The crystal in this table is SiO₂ with the symmetry of high quartz, its atoms and cell edges held fixed. The electrons are described by a sum of plane waves, and the wave cutoff is the kinetic energy of the shortest wave admitted. Raising it adds finer waves to the basis. The three error columns compare each run with the same cell at 850 eV.

Calculated values. Ansatz 0.2.0, spin-unpolarized PBE with PAW and plane waves: SiO₂ (P6₄22, 9 atoms) at fixed geometry, 6×6×4 k mesh, Gaussian smearing 0.02 eV, density cutoff four times the wave cutoff. The reference is the 850 eV run, energies are at zero smearing, and force changes are the largest over atoms and axes. Pressure is positive in compression and corrected for the finite cutoff.

| wave cutoff | energy less reference (meV per atom) | pressure less reference (GPa) | largest force change (eV/Å) | pressure (GPa) |
| --- | --- | --- | --- | --- |
| 150 eV | 13199.6 | -17.664 | 0.248 | -12.687 |
| 200 eV | 4568.4 | 2.240 | 0.286 | 7.217 |
| 250 eV | 1264.4 | 2.277 | 0.198 | 7.254 |
| 300 eV | 309.2 | -0.070 | 0.010 | 4.907 |
| 350 eV | 63.6 | -0.099 | 0.001 | 4.878 |
| 380 eV | 21.4 | -0.021 | 0.001 | 4.956 |
| 420 eV | 4.4 | 0.004 | 0.000 | 4.981 |
| 460 eV | 1.3 | 0.013 | 0.000 | 4.990 |
| 520 eV | 1.0 | 0.015 | 0.000 | 4.992 |
| 600 eV | 0.5 | 0.008 | 0.000 | 4.985 |
| 700 eV | 0.3 | 0.002 | 0.000 | 4.979 |

**1. Which cutoff gives the lowest energy, and why?**

The highest one does. The energy less reference falls at every step, from about 13.2 eV per atom at 150 eV to 0.3 meV per atom at 700 eV. A larger set of plane waves contains the smaller set, so the electrons can keep their old solution or find a better one. For a given energy expression, more freedom can therefore only lower the energy.

**2. Why does the error shrink so fast?**

A plane wave at cutoff $E_c$ has a wavelength of roughly 12 Å divided by the square root of $E_c$ in eV. That is about 0.9 Å at 200 eV and 0.6 Å at 420 eV. Detail much finer than this is lost, and what matters is how much such detail the valence functions contain.

For a smooth function shaped like a Gaussian, the weight of waves with wave number $G$ falls as $\exp(-\sigma^2G^2)$, where $\sigma$ is its width. Kinetic energy grows as $G^2$, so the error left out should fall roughly exponentially with the cutoff. A straight line through the logarithm of the energy error, fitted to the seven rows from 150 to 420 eV, gives a drop by a factor $\exp(0.0295\times50)\approx4.4$ for every 50 eV.

The fit is typically off by a factor of about 1.3, and the misfit has a pattern. Per 50 eV the error shrinks 2.9 times at the low end of this range and 7.2 times at the high end. Some of this bend is expected even for a Gaussian, because the number of left-out waves and their kinetic energy also enter the error. The valence functions, which the PAW method makes smooth near the nuclei, may in addition lose their short waves faster than a Gaussian would. The printed output after this text gives the factor for each step.

**3. Which of the two elements asks for the short waves?**

Chiefly oxygen, by a standard argument about shells. Valence functions must be orthogonal to core functions of the same angular momentum, and this pushes them outward. Silicon has a filled 2p shell beneath its 3p electrons, whereas oxygen has no p shell beneath its 2p electrons. The oxygen 2p function therefore sits close to its nucleus and is steep there, and even its smoothed PAW form stays compact. For a neighbouring compound, the first guess is that its most compact valence function sets the cutoff, rather than an average over its elements.

**4. At 300 eV the energy is wrong by 309 meV per atom. Is the pressure just as wrong?**

It is far better, because a pressure is a slope. It measures how the energy changes with volume, so an energy error that stays the same when the volume changes drops out.

Let $\Delta E$ be the energy error per atom, $V$ the volume per atom and $\Delta p$ the pressure error. At fixed cutoff, and if the correction for the finite cutoff is accurate, $\Delta p=-\mathrm{d}(\Delta E)/\mathrm{d}V$. If the error varies as $V^n$, then $\Delta p=-n\,\Delta E/V$. An error bound to the atoms has $n=0$, while one that thins out as the crystal expands has $n=-1$.

Take the second case at 300 eV. The error divided by the volume is $0.309/13.66\approx0.0226$ eV/Å³, and 1 eV/Å³ is about 160 GPa, so the pressure should be wrong by about 3.6 GPa. The table has −0.070 GPa, some fifty times smaller and of opposite sign.

The 300 eV row flatters the picture, because the pressure error changes sign between 250 and 300 eV. Over the rows from 150 to 420 eV, $n$ lies between about −0.15 and 0.13. Most of the energy error at these cutoffs therefore behaves as a property of the atoms, hardly aware of how tightly they are packed. The rows from 460 to 700 eV do not fit this picture: there $n$ lies between about −1.4 and −0.6, so the small difference from the reference that remains does depend clearly on volume.

A single oxygen atom in a large empty box shows the limiting case. A coarse basis gets its energy wrong, but by the same amount in a box of any size, so the error exerts no pressure. The comparison holds as long as the steep inner part of the function dominates the error. In the crystal, bonds reshape the outer part, and a small dependence on volume remains.

**5. What happens to the error if one oxygen atom moves?**

Very little, for the same reason: the error travels with the atom. At 300 eV the largest force change is 0.010 eV/Å. Moving one oxygen atom by 0.1 Å along an axis then alters the energy error, to first order, by at most about $0.010\times0.1=0.001$ eV, or 1 meV. The error of the whole nine-atom cell is $9\times309.2\approx2783$ meV. A basis too coarse for a total energy can thus already give useful forces.

**6. Then why not work at 150 or 200 eV?**

Because a small fraction of a huge error is still large. Judged by the pressure error at 150 eV, a volume increase of 1 % changes the energy error by only about 0.1 % of itself, but that is 15 meV per atom. At 150 eV the pressure comes out at −12.7 GPa, where the reference is close to +5 GPa. A crystal under compression appears to be under strong tension. At this cutoff the correction for the finite basis, explained in question 7, is itself, by estimate, more than ten times as large as the pressure error, so a small fault in the correction may be part of the miss. At 200 eV the pressure is still too high by 2.2 GPa.

The forces suffer too. At 200 eV the force on an oxygen atom is about 2.2 times its reference value, and at 250 eV still 1.8 times. The shortest waves are then about half as long as the Si–O bond of 1.608 Å, so the basis probably blurs the bond as well as the region near the nucleus. The force change at 150 eV is slightly smaller than at 200 eV, but it is still as large as the reference force itself, so it is no sign of good convergence.

**7. What would change if the pressure were not corrected for the finite cutoff?**

At modest cutoffs it would be badly wrong. An uncorrected stress describes a cell that keeps its set of waves while it is stretched. The waves stretch with the cell, their kinetic energies fall as $V^{-2/3}$, and the effective cutoff falls with them. Expansion then coarsens the basis and raises the energy, which acts like a false inward pull:

$$\Delta p_\text{false}=\frac{2}{3}\,\frac{E_c}{V}\,\frac{\mathrm{d}E}{\mathrm{d}E_c}.$$

The last factor is negative, since the energy falls as the cutoff rises. Its slope between 300 and 350 eV gives a false pressure of the order of −10 GPa, larger in size than the reference pressure of the cell. Between 420 and 460 eV only a few tenths of a GPa remain.

This matters when the cell is relaxed: with uncorrected stress and a low cutoff, the crystal would end up too small. The small pressure errors in the table belong to corrected pressures only.

**8. Which digits can be trusted?**

From 420 to 700 eV, the pressure stays between 4.979 and 4.992 GPa, and the largest force change rounds to zero. As far as the basis is concerned, 4.98 GPa is good to about 0.02 GPa. The pressure itself comes from the fixed, unrelaxed geometry, and a larger basis will not remove it. The program flags the cutoffs up to 380 eV as too low, and the energy agrees: its error is 21.4 meV per atom at 380 eV and 4.4 at 420 eV.

Going from 300 to 420 eV takes about 1.7 times as many plane waves and cuts the energy error seventyfold. Beyond 460 eV the return is much poorer. The exponential fit, carried on to 700 eV, would leave about 0.002 meV per atom, whereas the run still differs from the reference by 0.3 meV. The cause of this slow tail is open. The cutoff for the electron density rises together with the wave cutoff, so either could be behind it.

The 850 eV reference probably lies on the same tail. Energy errors below about 1 meV per atom therefore measure the distance to that run and not to a complete basis. For an energy difference between two SiO₂ structures, the atom-bound part of the error should largely cancel if both use the same cutoff. How well it cancels has to be checked on the two structures themselves, since this table holds only one.

Numerical output:

```
Convergence row by row:
     row  energy error shrinks per 50 eV by factor  volume exponent n  meV per atom for 1 percent more volume  estimated uncorrected pressure error GPa  gap error meV
  150 eV                                       n/a             0.1141                                   15.05                                       n/a          -2003
  200 eV                                     2.889           -0.04179                                  -1.909                                    -236.3         -865.3
  250 eV                                     3.613            -0.1535                                  -1.941                                    -116.3         -186.3
  300 eV                                     4.089            0.01929                                 0.05966                                    -41.09         -70.78
  350 eV                                     4.862             0.1327                                 0.08438                                    -12.49         -12.96
  380 eV                                     6.143            0.08364                                  0.0179                                    -4.016         -3.341
  420 eV                                     7.223           -0.07748                               -0.003409                                     -1.33          0.287
  460 eV                                     4.591            -0.8523                                -0.01108                                   -0.2667          0.471
  520 eV                                     1.244             -1.278                                -0.01278                                  -0.01916           0.44
  600 eV                                     1.542             -1.364                               -0.006818                                  -0.02738          0.238
  700 eV                                     1.291            -0.5682                               -0.001705                                  -0.01017          0.048
fit of lnE on 7 rows (ec < 450): constant 14.29 +/- 0.4, coefficient of ec -0.02952 +/- 0.0013; rms 0.265, worst 420 eV 0.406, leave-one-out rms 0.432
  rows outside the fit (model, value, miss): 460 eV 0.7073, 0.2624, 0.445; 520 eV -1.064, 0, -1.06; 600 eV -3.425, -0.6931, -2.73; 700 eV -6.377, -1.204, -5.17
Energy error of the whole cell at 300 eV in meV: 2783
Change of that error when one O moves 0.1 angstrom along an axis in meV: 1
Pressure error at 300 eV if the energy error scaled as 1/V in GPa: 3.628
Energy error at 300 eV over that at 420 eV: 70.27
Number of plane waves at 420 eV over that at 300 eV: 1.657
Number of plane waves at 850 eV over that at 420 eV: 2.879
Spread of the pressure from 420 to 700 eV in GPa: 0.013
Force on O at 200 eV over the reference force: 2.154
Force on O at 250 eV over the reference force: 1.798
```
